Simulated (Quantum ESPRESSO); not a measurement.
# Si (I4/mmm) in Quantum ESPRESSO: reference runs

How does Si come out in PBE? The cell is run as given and disturbed, and energy against volume gives the equilibrium volume and stiffness.

All numbers are computed with Quantum ESPRESSO 7.5; they aren't measurements. Logs are shortened: lines on timing, memory, paths and dates and some standing lists are left out, and cuts for length are marked.

### Step 1. The structure

It takes space group I4/mmm (No. 139, tetragonal). Conventional cell: a = 3.254 Å, b = 3.254 Å, c = 2.641 Å, α = 90.00°, β = 90.00°, γ = 90.00°. Around Si (site symmetry 4/mmm) lie 10 Si at 2.64 to 2.65 Å.

This isn't the form of Si at room conditions, which is diamond.

### Step 2. Single point, PBE

Input file pw.in:

```
&CONTROL
  calculation = 'scf'
  prefix = 'pwscf'
  outdir = './tmp'
  pseudo_dir = './pseudo'
  tprnfor = .true.
  tstress = .true.
  disk_io = 'nowf'
/
&SYSTEM
  ibrav = 0
  nat = 1
  ntyp = 1
  ecutwfc = 55
  ecutrho = 440
  nbnd = 7
  occupations = 'smearing'
  smearing = 'fd'
  degauss = 0.00367493
/
&ELECTRONS
  conv_thr = 2d-10
  electron_maxstep = 120
  mixing_beta = 0.5
/
ATOMIC_SPECIES
Si    28.0850 Si.pbe-n-rrkjus_psl.1.0.0.UPF
CELL_PARAMETERS angstrom
  -1.6269149300    1.6269149300    1.3203298500
   1.6269149300   -1.6269149300    1.3203298500
   1.6269149300    1.6269149300   -1.3203298500
ATOMIC_POSITIONS crystal
Si     0.0000000000    0.0000000000    0.0000000000
K_POINTS automatic
13 13 13 0 0 0
```

Potentials or basis: SSSP 1.3 efficiency PBE.

Launch:

```bash
> OMP_NUM_THREADS=1 pw.x -in pw.in > pw.out
```

pw.out:

```text
This program is part of the open-source Quantum ESPRESSO suite
     for quantum simulation of materials; please cite
[... 9 lines left out ...]
     --------------------
     sticks:   dense  smooth     PW     G-vecs:    dense   smooth      PW
     Sum         757     379    121                14681     5215     995

     Using Slab Decomposition

     bravais-lattice index     =            0
     lattice parameter (alat)  =       5.0129  a.u.
     unit-cell volume          =      94.3341 (a.u.)^3
     number of atoms/cell      =            1
     number of atomic types    =            1
     number of electrons       =         4.00
     number of Kohn-Sham states=            7
     kinetic-energy cutoff     =      55.0000  Ry
     charge density cutoff     =     440.0000  Ry
     scf convergence threshold =      2.0E-10
     mixing beta               =       0.5000
     number of iterations used =            8  plain     mixing
     Exchange-correlation= PBE
                           (   1   4   3   4   0   0   0)

     celldm(1)=   5.012933  celldm(2)=   0.000000  celldm(3)=   0.000000
     celldm(4)=   0.000000  celldm(5)=   0.000000  celldm(6)=   0.000000

     crystal axes: (cart. coord. in units of alat)
               a(1) = (  -0.613298   0.613298   0.497725 )
               a(2) = (   0.613298  -0.613298   0.497725 )
               a(3) = (   0.613298   0.613298  -0.497725 )

     reciprocal axes: (cart. coord. in units 2 pi/alat)
               b(1) = (  0.000000  0.815264  1.004571 )
               b(2) = (  0.815264  0.000000  1.004571 )
               b(3) = (  0.815264  0.815264  0.000000 )

     PseudoPot. # 1 for Si read from file:
     Si.pbe-n-rrkjus_psl.1.0.0.UPF
     Pseudo is Ultrasoft + core correction, Zval =  4.0
     Generated using "atomic" code by A. Dal Corso  v.5.1
     Using radial grid of 1141 points,  6 beta functions with:
                l(1) =   0
                l(2) =   0
                l(3) =   1
                l(4) =   1
                l(5) =   2
                l(6) =   2
     Q(r) pseudized with 0 coefficients

     atomic species   valence    mass     pseudopotential
     Si                4.00    28.08500     Si( 1.00)

     16 Sym. Ops., with inversion, found

   Cartesian axes

     site n.     atom                  positions (alat units)
         1        Si     tau(   1) = (   0.0000000   0.0000000   0.0000000  )

     number of k points=   196  Fermi-Dirac smearing, width (Ry)=  0.0037

     Number of k-points >= 100: set verbosity='high' to print them.

     Dense  grid:    14681 G-vectors     FFT dimensions: (  36,  36,  36)

     Smooth grid:     5215 G-vectors     FFT dimensions: (  24,  24,  24)

     Initial potential from superposition of free atoms

     starting charge       3.9994, renormalised to       4.0000
     Starting wfcs are    4 randomized atomic wfcs +    3 random wfcs

     Self-consistent Calculation

     iteration #  1     ecut=    55.00 Ry     beta= 0.50
     Davidson diagonalization with overlap
     ethr =  1.00E-02,  avg # of iterations =  6.2

     Threshold (ethr) on eigenvalues was too large:
     Diagonalizing with lowered threshold

     Davidson diagonalization with overlap
     ethr =  1.09E-04,  avg # of iterations =  3.8

     total energy              =     -11.38371457 Ry
     estimated scf accuracy    <       0.00408313 Ry

     iteration #  2     ecut=    55.00 Ry     beta= 0.50
     Davidson diagonalization with overlap
     ethr =  1.02E-04,  avg # of iterations =  1.0

     total energy              =     -11.38354935 Ry
     estimated scf accuracy    <       0.00085297 Ry

     iteration #  3     ecut=    55.00 Ry     beta= 0.50
     Davidson diagonalization with overlap
     ethr =  2.13E-05,  avg # of iterations =  1.5

     total energy              =     -11.38358436 Ry
     estimated scf accuracy    <       0.00000510 Ry

     iteration #  4     ecut=    55.00 Ry     beta= 0.50
     Davidson diagonalization with overlap
     ethr =  1.27E-07,  avg # of iterations =  3.3

     total energy              =     -11.38358482 Ry
     estimated scf accuracy    <       0.00000003 Ry

     iteration #  5     ecut=    55.00 Ry     beta= 0.50
     Davidson diagonalization with overlap
     ethr =  8.47E-10,  avg # of iterations =  2.4

     total energy              =     -11.38358484 Ry
     estimated scf accuracy    <          5.8E-10 Ry

     iteration #  6     ecut=    55.00 Ry     beta= 0.50
     Davidson diagonalization with overlap
     ethr =  1.45E-11,  avg # of iterations =  2.0

     End of self-consistent calculation

     Number of k-points >= 100: set verbosity='high' to print the bands.

     the Fermi energy is    11.1139 ev

!    total energy              =     -11.38358484 Ry
     estimated scf accuracy    <          9.0E-11 Ry
     smearing contrib. (-TS)   =      -0.00035673 Ry
     internal energy E=F+TS    =     -11.38322812 Ry

     The total energy is F=E-TS. E is the sum of the following terms:
     one-electron contribution =       4.92409870 Ry
     hartree contribution      =       0.03368057 Ry
     xc contribution           =      -6.20768061 Ry
     ewald contribution        =     -10.13332678 Ry

     convergence has been achieved in   6 iterations

     Forces acting on atoms (cartesian axes, Ry/au):

     atom    1 type  1   force =     0.00000000    0.00000000    0.00000000

     Total force =     0.000000     Total SCF correction =     0.000000

     Computing stress (Cartesian axis) and pressure

          total   stress  (Ry/bohr**3)                   (kbar)     P=       35.19
   0.00030446   0.00000000   0.00000000           44.79        0.00        0.00
   0.00000000   0.00030446   0.00000000            0.00       44.79        0.00
   0.00000000   0.00000000   0.00010867            0.00        0.00       15.99

=------------------------------------------------------------------------------=
   JOB DONE.
=------------------------------------------------------------------------------=
```

It took 12 s on 1 thread of Arm Neoverse V1, shared host; peak memory 0.09 GiB.

Results:

```
Free energy            : -154.8816 eV
Pressure               : 3.5 GPa
Band gap on the k mesh : none (metal or under the smearing width)
```

Stress tensor (GPa, compression positive):
```
4.48 0.00 0.00
0.00 4.48 0.00
0.00 0.00 1.60
```

### Step 3. Single point, PBE (cell strained at random at fixed volume)

pw.in: that of step 2 with these lines changed.

```diff
@@ -28,7 +28,7 @@
 CELL_PARAMETERS angstrom
-  -1.6269149300    1.6269149300    1.3203298500
-   1.6269149300   -1.6269149300    1.3203298500
-   1.6269149300    1.6269149300   -1.3203298500
+  -1.6102950000    1.6191080000    1.3123700000
+   1.6182950000   -1.6205360000    1.3239860000
+   1.6327600000    1.6430010000   -1.3141290000
 ATOMIC_POSITIONS crystal
-Si     0.0000000000    0.0000000000    0.0000000000
+Si    -0.0137780000   -0.0156330000   -0.0005400000
 K_POINTS automatic
```

Potentials or basis: SSSP 1.3 efficiency PBE.

Launch:

```bash
> OMP_NUM_THREADS=1 pw.x -in pw.in > pw.out
```

pw.out:

```text
This program is part of the open-source Quantum ESPRESSO suite
     for quantum simulation of materials; please cite
         "P. Giannozzi et al., J. Phys.:Condens. Matter 21 395502 (2009);
         "P. Giannozzi et al., J. Phys.:Condens. Matter 29 465901 (2017);
         "P. Giannozzi et al., J. Chem. Phys. 152 154105 (2020);
     in publications or presentations arising from this work. More details at

     G-vector sticks info
     --------------------
     sticks:   dense  smooth     PW     G-vecs:    dense   smooth      PW
     Sum         751     379    151                14701     5221    1245

     Using Slab Decomposition

     bravais-lattice index     =            0
     lattice parameter (alat)  =       4.9772  a.u.
     unit-cell volume          =      94.3341 (a.u.)^3
     number of atoms/cell      =            1
     number of atomic types    =            1
     number of electrons       =         4.00
[... 64 lines left out ...]
     Threshold (ethr) on eigenvalues was too large:
     Diagonalizing with lowered threshold

     Davidson diagonalization with overlap
     ethr =  1.09E-04,  avg # of iterations =  3.5

     total energy              =     -11.38375075 Ry
     estimated scf accuracy    <       0.00409258 Ry
[... 32 lines left out ...]
     iteration #  6     ecut=    55.00 Ry     beta= 0.50
     Davidson diagonalization with overlap
     ethr =  3.38E-11,  avg # of iterations =  1.7

     End of self-consistent calculation

     Number of k-points >= 100: set verbosity='high' to print the bands.

     the Fermi energy is    11.1307 ev

!    total energy              =     -11.38361950 Ry
     estimated scf accuracy    <          4.1E-11 Ry
     smearing contrib. (-TS)   =      -0.00033411 Ry
     internal energy E=F+TS    =     -11.38328539 Ry

     The total energy is F=E-TS. E is the sum of the following terms:
     one-electron contribution =       4.92288390 Ry
     hartree contribution      =       0.03412039 Ry
     xc contribution           =      -6.20789720 Ry
     ewald contribution        =     -10.13239248 Ry

     convergence has been achieved in   6 iterations

     Forces acting on atoms (cartesian axes, Ry/au):

     atom    1 type  1   force =     0.00000000    0.00000000    0.00000000

     Total force =     0.000000     Total SCF correction =     0.000000

     Computing stress (Cartesian axis) and pressure

          total   stress  (Ry/bohr**3)                   (kbar)     P=       35.79
   0.00030114  -0.00002454   0.00004773           44.30       -3.61        7.02
  -0.00002454   0.00029255  -0.00001376           -3.61       43.04       -2.02
   0.00004773  -0.00001376   0.00013625            7.02       -2.02       20.04

=------------------------------------------------------------------------------=
   JOB DONE.
=------------------------------------------------------------------------------=
```

Wall time 61 s (1 thread of Arm Neoverse V1, shared host); peak memory 0.15 GiB.

Results:

| Property | Result |
| --- | --- |
| Free energy | -154.8820 eV |
| Pressure | 3.6 GPa |
| Band gap on the k mesh | none (metal or under the smearing width) |

Stress tensor (GPa, compression positive):
```
 4.43 -0.36  0.70
-0.36  4.30 -0.20
 0.70 -0.20  2.00
```

(Continued in part 2 of 2.)
